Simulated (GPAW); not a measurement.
Runs of GPAW 26.7.0 on Ti2Co. Symmetry: Fd-3m, No. 227, cubic system. The conventional cell has a = 6.730 Å, b = 6.730 Å, c = 6.730 Å, α = 90.00°, β = 90.00°, γ = 90.00°. Co (site symmetry -43m) is surrounded by 12 Ti at 2.79 Å and 4 Co at 2.91 Å. Around Ti (site symmetry -3m) lie 6 Ti at 2.38 Å. 

```tsv
level	U	pressure (GPa)	moment (μB)
PBEsol+U	Co d U = 2 eV	20.3	2.47
PBEsol+U	Co d U = 3 eV	22.9	2.87
PBEsol	-	(a)	(c)
PBEsol+U	Co d U = 1 eV	17.9	(b)
```

Alike in all rows: task band structure; potentials or basis PAW data sets generated in the run's folder for this functional, pw; spin collinear, ferromagnetic start; cell as given; k mesh 5 × 5 × 5; cutoff (eV) 600; smearing fermi-dirac 0.05 eV.

Question: Fill in the values left out.

Answer: (a) 16.3; (b) 1.90; (c) 1.36.

Caveats: the U is typed as a test and isn't derived for this compound (some runs).
